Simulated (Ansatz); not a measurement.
Consider Li3N (space group P6/mmm, No. 191; a = 3.607 Å, c = 3.845 Å).

All numbers come from Ansatz (an electronic-structure program), PBEsol, PAW, cutoff 420 eV, spin-orbit coupling left out.

For the base:

```
Quantity              Result
-------------------  -------
Smallest direct gap  1.29 eV
Lattice parameter a  3.607 Å
```

One thing is altered: a hydrostatic pressure of 10 GPa.

What happens to the smallest direct gap and lattice parameter a?

The smallest direct gap grows by 0.40 eV (1.29 eV → 1.69 eV); the lattice parameter a shrinks by 0.163 Å to 3.444 Å.

Load acts through the strain it causes; cell and atoms are relaxed under it. No phonon test of stability was made. No other phases were tried under pressure.
